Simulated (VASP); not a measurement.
# MgS (P6_3mc) in VASP: further runs, part 2 of 2

VASP 6.6.1. Earlier steps stand in the parts before.

### Step 3. Born charges and dielectric tensor, LDA

Input file INCAR:

```
PREC = Accurate
ENCUT = 520
EDIFF = 1E-8
ISMEAR = 0
SIGMA = 0.02
LREAL = F
LASPH = T
NELM = 60
ALGO = Normal
ISIF = 2
LWAVE = F
LCHARG = F
LEPSILON = T
IBRION = 8
KPAR = 4
```

Input file KPOINTS:

```
regular mesh
0
Gamma
  8 8 4
```

Input file POSCAR:

```
MgS
1.0
    4.0346224068      0.0000000000      0.0000000000
   -2.0173112034      3.4940854990      0.0000000000
    0.0000000000      0.0000000000      6.4322941800
S Mg
2 2
Direct
    0.6666666667      0.3333333333      0.8792441500
    0.3333333333      0.6666666667      0.3792441500
    0.3333333333      0.6666666667      0.9957548500
    0.6666666667      0.3333333333      0.4957548500
```

Potentials or basis: VASP PAW LDA potentials, release 64 (S, Mg).

Command:

```bash
cat potpaw_LDA.64/S/POTCAR potpaw_LDA.64/Mg/POTCAR > POTCAR
mpirun -np 4 vasp_std > vasp.out
```

OUTCAR:

```text
PREC = Accurate
   ENCUT = 520
   EDIFF = 1E-8
   ISMEAR = 0
   LREAL = F
   LASPH = T
   NELM = 60
   ISIF = 2
   LEPSILON = T
   IBRION = 8

 ion  position               nearest neighbor table
   1  0.667  0.333  0.879-   3 2.45   3 2.45   3 2.45   4 2.47
   2  0.333  0.667  0.379-   4 2.45   4 2.45   4 2.45   3 2.47
   3  0.333  0.667  0.996-   1 2.45   1 2.45   1 2.45   2 2.47
   4  0.667  0.333  0.496-   2 2.45   2 2.45   2 2.45   1 2.47

  LATTYP: Found a hexagonal cell.
 ALAT       =     4.0346224068
 C/A-ratio  =     1.5942741430

  Lattice vectors:

 A1 = (   4.0346224068,   0.0000000000,   0.0000000000)
 A2 = (  -2.0173112034,   3.4940854990,   0.0000000000)
 A3 = (   0.0000000000,   0.0000000000,   6.4322941800)

Analysis of symmetry for initial positions (statically):
=====================================================================
 Subroutine PRICEL returns:
 Original cell was already a primitive cell.

 Routine SETGRP: Setting up the symmetry group for a
 hexagonal supercell.

 Subroutine GETGRP returns: Found 12 space group operations
 (whereof  6 operations were pure point group operations)
 out of a pool of 24 trial point group operations.
[... 671 lines left out ...]
  x     0.00000    -0.00000     0.00000     4.74621     0.00000    -3.19256
  y     4.74621    -4.74621     0.00000     0.00000    -3.10857     0.00000
  z    -3.23129    -3.23129     6.77458     0.00000     0.00000     0.00000

 SECOND DERIVATIVES (NOT SYMMETRIZED)
 ------------------------------------
               1X          1Y          1Z          2X          2Y          2Z          3X          3Y          3Z          4X          4Y          4Z
  1X    -5.859927   -0.000000   -0.000000    0.242369    0.000000    0.000000    5.301366   -0.000000    0.000000    0.316192    0.000000   -0.000000
  1Y     0.000000   -5.859927    0.000000    0.000000    0.242369   -0.000000   -0.000000    5.301366    0.000000   -0.000000    0.316192    0.000000
  1Z     0.000000    0.000000   -6.786105    0.000000    0.000000    2.139372    0.000000    0.000000    1.675097   -0.000000    0.000000    2.971636
  2X     0.242369    0.000000    0.000000   -5.859927    0.000000    0.000000    0.316192    0.000000    0.000000    5.301366    0.000000    0.000000
  2Y     0.000000    0.242369    0.000000    0.000000   -5.859927   -0.000000    0.000000    0.316192    0.000000    0.000000    5.301366    0.000000
  2Z     0.000000    0.000000    2.139372    0.000000    0.000000   -6.786105    0.000000    0.000000    2.971636    0.000000    0.000000    1.675097
  3X     5.295592    0.000000   -0.000000    0.311845   -0.000000    0.000000   -5.596643    0.000000    0.000000   -0.010795    0.000000    0.000000
  3Y     0.000000    5.295592    0.000000    0.000000    0.311845    0.000000    0.000000   -5.596643    0.000000    0.000000   -0.010795   -0.000000
  3Z     0.000000    0.000000    1.666132    0.000000    0.000000    2.976510    0.000000    0.000000   -6.266524    0.000000    0.000000    1.623883
  4X     0.311845    0.000000    0.000000    5.295592    0.000000    0.000000   -0.010795    0.000000    0.000000   -5.596643    0.000000    0.000000
  4Y     0.000000    0.311845   -0.000000    0.000000    5.295592    0.000000    0.000000   -0.010795    0.000000    0.000000   -5.596643   -0.000000
  4Z     0.000000    0.000000    2.976510    0.000000   -0.000000    1.666132   -0.000000   -0.000000    1.623883    0.000000   -0.000000   -6.266524

 Eigenvectors and eigenvalues of the dynamical matrix
 ----------------------------------------------------

   1 f  =    9.960005 THz    62.580558 2PiTHz  332.230011 cm-1    41.191253 meV
             X         Y         Z           dx          dy          dz
      2.017311  1.164695  5.655557    -0.000003   -0.464545    0.000000
     -0.000000  2.329390  2.439410    -0.000003   -0.464545    0.000000
     -0.000000  2.329390  6.404988     0.000004    0.533102   -0.000000
      2.017311  1.164695  3.188841     0.000004    0.533102    0.000000
[... 71 lines left out ...]
  12 f/i=    0.004448 THz     0.027947 2PiTHz    0.148367 cm-1     0.018395 meV
             X         Y         Z           dx          dy          dz
      2.017311  1.164695  5.655557    -0.100814   -0.523483    0.000000
     -0.000000  2.329390  2.439410    -0.100814   -0.523483    0.000000
     -0.000000  2.329390  6.404988    -0.087849   -0.456163    0.000000
      2.017311  1.164695  3.188841    -0.087849   -0.456163    0.000000

--------------------------------------------------------------------------------------------------------

 MACROSCOPIC STATIC DIELECTRIC TENSOR IONIC CONTRIBUTION
 ------------------------------------------------------
           2.525404    -0.000000     0.000000
          -0.000000     2.525404    -0.000000
           0.000000    -0.000000     3.294673
 ------------------------------------------------------

 ELASTIC MODULI CONTR FROM IONIC RELAXATION (kBar)
 Direction    XX          YY          ZZ          XY          YZ          ZX
 --------------------------------------------------------------------------------
 XX        -271.2790    112.4741    166.4435      0.0000      0.0000     -0.0000
 YY         112.4741   -271.2790    166.4435     -0.0000     -0.0000     -0.0000
 ZZ         166.4435    166.4435   -348.8992     -0.0000     -0.0000      0.0000
 XY           0.0000     -0.0000     -0.0000   -191.8766      0.0000     -0.0000
 YZ          -0.0000     -0.0000     -0.0000      0.0000    -60.7602      0.0000
 ZX          -0.0000     -0.0000      0.0000      0.0000      0.0000    -66.1082
 --------------------------------------------------------------------------------

 PIEZOELECTRIC TENSOR IONIC CONTR  for field in x, y, z        (C/m^2)
          XX          YY          ZZ          XY          YZ          ZX
  --------------------------------------------------------------------------------
  x    -0.00000    -0.00000     0.00000     0.00000     0.00000    -0.38447
  y     0.00000     0.00000    -0.00000     0.00000    -0.36859     0.00000
  z    -0.48128    -0.48128     1.00885     0.00000     0.00000    -0.00000
```

OSZICAR:

```text
N       E                     dE             d eps       ncg     rms          rms(c)
DAV:   1     0.682770623762E+02    0.68277E+02   -0.61949E+03   720   0.108E+03
DAV:   2    -0.137474386090E+02   -0.82025E+02   -0.76962E+02  1088   0.167E+02
DAV:   3    -0.198090981677E+02   -0.60617E+01   -0.60346E+01   920   0.516E+01
DAV:   4    -0.198996163217E+02   -0.90518E-01   -0.90457E-01   896   0.775E+00
[... 12 lines left out ...]
RMM:   8    -0.309092936742E-02    0.18456E-06   -0.68440E-07  1623   0.551E-04    0.246E-04
RMM:   9    -0.309100596549E-02   -0.76598E-07    0.42371E-08  1594   0.229E-04    0.558E-05
RMM:  10    -0.309108048247E-02   -0.74517E-07    0.18405E-07  1588   0.123E-04    0.354E-05
RMM:  11    -0.309109515187E-02   -0.14669E-07    0.36951E-07  1617   0.426E-05    0.880E-06
RMM:  12    -0.309109510650E-02    0.45372E-10    0.52317E-08  1636   0.255E-05    0.591E-06
 Linear response finished
```

Wall time 4 min (4 MPI ranks of Intel Xeon Platinum 8259CL at 2.50GHz (Skylake/Cascade Lake), shared host); peak memory 0.49 GiB.

What came out:

| Item | Value |
| --- | --- |
| Band gap on the k mesh | 3.16 eV, direct |
| Electronic dielectric tensor (diagonal) | 4.12, 4.12, 4.24 |
| Born charges (mean of the diagonal) | S -1.91; Mg +1.91 e |
| Highest phonon frequency at Γ, LO-TO splitting left out | 332 cm⁻¹ |

Levels at points of the mesh, in eV from the valence-band top:
| k point | band 6 | band 7 | band 8 | band 9 | band 10 | band 11 |
| --- | --- | --- | --- | --- | --- | --- |
| (0.00, 0.00, 0.00) | -0.16 | -0.16 | 0.00 | 3.16 | 4.43 | 7.28 |
| (0.50, 0.00, 0.00) | -1.28 | -0.97 | -0.48 | 4.48 | 4.99 | 5.57 |
| (0.00, 0.00, 0.50) | -0.38 | -0.38 | -0.38 | 4.66 | 4.66 | 7.39 |
| (0.50, 0.00, 0.50) | -0.92 | -0.83 | -0.83 | 4.40 | 4.40 | 6.08 |

Phonon frequencies in cm⁻¹ (negative: imaginary):
| q point | frequencies |
| --- | --- |
| (0.000, 0.000, 0.000) | 0 0 0 91 91 260 302 310 326 326 332 332 |

Electronic dielectric tensor:
```
4.12 0.00 0.00
0.00 4.12 0.00
0.00 0.00 4.24
```

Born effective charge tensors (e):
atom 1, S
```
-1.88  0.00  0.00
 0.00 -1.88  0.00
 0.00  0.00 -1.96
```
atom 2, S
```
-1.88  0.00  0.00
 0.00 -1.88  0.00
 0.00  0.00 -1.96
```
atom 3, Mg
```
1.88 0.00 0.00
0.00 1.88 0.00
0.00 0.00 1.96
```
atom 4, Mg
```
1.88 0.00 0.00
0.00 1.88 0.00
0.00 0.00 1.96
```

### Step 4. Phonons, LDA

POSCAR is that of step 3.

Input file INCAR.step1:

```
PREC = Accurate
ENCUT = 600
EDIFF = 1E-8
ISMEAR = 0
SIGMA = 0.02
LREAL = F
LASPH = T
NELM = 60
ALGO = Normal
ISIF = 3
LWAVE = F
LCHARG = F
IBRION = 2
NSW = 40
EDIFFG = -0.002
KPAR = 4
```

Input file INCAR.step2:

```
PREC = Accurate
ENCUT = 600
EDIFF = 1E-8
ISMEAR = 0
SIGMA = 0.02
LREAL = F
LASPH = T
NELM = 60
ALGO = Normal
ISIF = 2
LWAVE = F
LCHARG = F
IBRION = 8
NSW = 1
LEPSILON = T
KPAR = 4
```

KPOINTS is that of step 3.

Potentials or basis: VASP PAW LDA potentials, release 64 (S, Mg).

Command:

```bash
cat potpaw_LDA.64/S/POTCAR potpaw_LDA.64/Mg/POTCAR > POTCAR
cp INCAR.step1 INCAR
mpirun -np 4 vasp_std > vasp.out
cp CONTCAR POSCAR
cp INCAR.step2 INCAR
mpirun -np 4 vasp_std > vasp.out
```

OUTCAR:

```text
PREC = Accurate
   ENCUT = 600
   EDIFF = 1E-8
   ISMEAR = 0
   LREAL = F
   LASPH = T
   NELM = 60
   ISIF = 2
   IBRION = 8
   NSW = 1
   LEPSILON = T

 ion  position               nearest neighbor table
   1  0.667  0.333  0.878-   3 2.42   3 2.42   3 2.42   4 2.42
   2  0.333  0.667  0.378-   4 2.42   4 2.42   4 2.42   3 2.42
   3  0.333  0.667  0.997-   1 2.42   1 2.42   1 2.42   2 2.42
   4  0.667  0.333  0.497-   2 2.42   2 2.42   2 2.42   1 2.42
[... 794 lines left out ...]
             X         Y         Z           dx          dy          dz
      1.988823  1.148247  5.579640    -0.000000    0.000000   -0.533291
     -0.000000  2.296495  2.403279    -0.000000    0.000000   -0.533291
     -0.000000  2.296495  6.331709    -0.000000    0.000000   -0.464328
      1.988823  1.148247  3.155347    -0.000000    0.000000   -0.464328

--------------------------------------------------------------------------------------------------------

 MACROSCOPIC STATIC DIELECTRIC TENSOR IONIC CONTRIBUTION
 ------------------------------------------------------
           2.293001     0.000000     0.000000
           0.000000     2.293001    -0.000000
           0.000000    -0.000000     2.814204
 ------------------------------------------------------

 ELASTIC MODULI CONTR FROM IONIC RELAXATION (kBar)
 Direction    XX          YY          ZZ          XY          YZ          ZX
 --------------------------------------------------------------------------------
 XX        -354.8155    147.2022    225.0346      0.0000     -0.0000     -0.0000
 YY         147.2022   -354.8155    225.0346     -0.0000     -0.0000     -0.0000
 ZZ         225.0346    225.0346   -487.8359      0.0000     -0.0000      0.0000
 XY           0.0000     -0.0000      0.0000   -251.0088     -0.0000     -0.0000
 YZ           0.0000     -0.0000     -0.0000     -0.0000    -87.8944     -0.0000
 ZX          -0.0000     -0.0000      0.0000     -0.0000     -0.0000    -93.9908
 --------------------------------------------------------------------------------

 PIEZOELECTRIC TENSOR IONIC CONTR  for field in x, y, z        (C/m^2)
          XX          YY          ZZ          XY          YZ          ZX
  --------------------------------------------------------------------------------
  x    -0.00000    -0.00000     0.00000    -0.00000    -0.00000    -0.43683
  y     0.00000    -0.00000    -0.00000    -0.00000    -0.42243    -0.00000
  z    -0.50858    -0.50858     1.10252    -0.00000     0.00000    -0.00000
```

OUTCAR.step1:

```text
PREC = Accurate
   ENCUT = 600
   EDIFF = 1E-8
   ISMEAR = 0
   LREAL = F
   LASPH = T
   NELM = 60
   ISIF = 3
[... 779 lines left out ...]
  -------------------------------------------------------------------------------------
  Total        0.0023806      0.0023806      0.0019187      0.0000000     -0.0000000      0.0000000
  in kB        0.0438178      0.0438178      0.0353160      0.0000000     -0.0000000      0.0000000
  external PRESSURE =       0.0409839 kB  Pullay stress =       0.0000000 kB
[... 19 lines left out ...]
  FREE ENERGIE OF THE ION-ELECTRON SYSTEM (eV)
  ---------------------------------------------------
  free  energy   TOTEN  =       -18.8240872741 eV

  energy  without entropy=      -18.8240872741  energy(sigma->0) =      -18.82408727

 reached required accuracy - stopping structural energy minimisation
```

It took 5.5 min on 4 MPI ranks of Intel Xeon Platinum 8259CL at 2.50GHz (Skylake/Cascade Lake), shared host; peak memory 0.55 GiB.

Results:

- Relaxed volume: 21.76 Å³/atom
- Relaxed cell: a = 3.978 Å, b = 3.978 Å, c = 6.353 Å, α = 90.00°, β = 90.00°, γ = 120.00°
- Space group after relaxing (to 0.05 Å): P6_3mc (No. 186)
- Electronic dielectric tensor (diagonal): 4.13, 4.13, 4.25
- Born charges (mean of the diagonal): S -1.89; Mg +1.89 e
- Highest phonon frequency at Γ, LO-TO splitting left out: 351 cm⁻¹

Step by step:
| step | energy change (eV) | largest force (eV/Å) | pressure (GPa) | volume (Å³) |
| --- | --- | --- | --- | --- |
| 1 | 0.0000 | 0.0536 | -2.37 | 90.68 |
| 2 | -0.0272 | 0.0102 | 0.50 | 86.36 |
| 3 | -0.0282 | 0.0181 | 0.01 | 87.02 |
| 4 | -0.0282 | 0.0189 | -0.04 | 87.09 |
| 5 | -0.0282 | 0.0074 | -0.05 | 87.10 |
| 6 | -0.0282 | 0.0036 | -0.05 | 87.10 |
| 7 | -0.0283 | 0.0035 | 0.01 | 87.02 |
| 8 | -0.0283 | 0.0035 | 0.04 | 86.99 |
| 9 | -0.0283 | 0.0052 | 0.02 | 87.01 |
| 10 | -0.0283 | 0.0083 | 0.00 | 87.04 |
| 11 | -0.0283 | 0.0021 | -0.01 | 87.07 |
| 12 | -0.0283 | 0.0010 | -0.01 | 87.07 |
| 13 | -0.0283 | 0.0002 | 0.00 | 87.04 |

Final structure:
```
S Mg
1.0
     3.97765    0.00000    0.00000
    -1.98882    3.44474    0.00000
     0.00000    0.00000    6.35272
S Mg
2 2
Cartesian
  1.9888 1.1482 5.5796
  0.0000 2.2965 2.4033
  0.0000 2.2965 6.3317
  1.9888 1.1482 3.1553
```

Phonon frequencies in cm⁻¹ (negative: imaginary):
| q point | frequencies |
| --- | --- |
| (0.000, 0.000, 0.000) | 0 0 0 83 83 266 331 338 348 348 351 351 |

Electronic dielectric tensor:
```
4.13 0.00 0.00
0.00 4.13 0.00
0.00 0.00 4.25
```

Born effective charge tensors (e):
atom 1, S
```
-1.86  0.00  0.00
 0.00 -1.86  0.00
 0.00  0.00 -1.94
```
atom 2, S
```
-1.86  0.00  0.00
 0.00 -1.86  0.00
 0.00  0.00 -1.94
```
atom 3, Mg
```
1.86 0.00 0.00
0.00 1.86 0.00
0.00 0.00 1.94
```
atom 4, Mg
```
1.86 0.00 0.00
0.00 1.86 0.00
0.00 0.00 1.94
```

### Step 5. The reference run

An earlier run on the cell as given: functional PBE; potentials or basis VASP PAW PBE potentials, release 64 (S, Mg); cutoff 520 eV; k mesh 8 × 8 × 4; occupations fermi-dirac, width 0.05 eV; no spin polarisation.

* Pressure: 0.9 GPa
* Largest force: 0.048 eV/Å
* Band gap on the k mesh: 3.43 eV, direct

### Step 6. Overview

| task | level | potentials or basis | cell | cutoff (eV) | smearing | ladder | by perturbation theory | gap on the mesh (eV) |
| --- | --- | --- | --- | --- | --- | --- | --- | --- |
| phonons | PBEsol | VASP PAW PBE potentials, release 64 (S, Mg) | relaxed | 600 | gaussian 0.02 eV | free | yes | - |
| Born charges and dielectric tensor | LDA | VASP PAW LDA potentials, release 64 (S, Mg) | as given | 520 | gaussian 0.02 eV | free | - | 3.16 |
| phonons | LDA | VASP PAW LDA potentials, release 64 (S, Mg) | relaxed | 600 | gaussian 0.02 eV | free | yes | - |
| single point | PBE | VASP PAW PBE potentials, release 64 (S, Mg) | as given | 520 | fermi-dirac 0.05 eV | - | - | 3.43 |

Alike in all rows: no spin polarisation; k mesh 8 × 8 × 4.

Caveats: the PAW data sets were made with another functional, which shifts forces and pressure a little (some runs).

Total energies depend on the potentials used, so only differences within one code and one set of settings carry meaning.
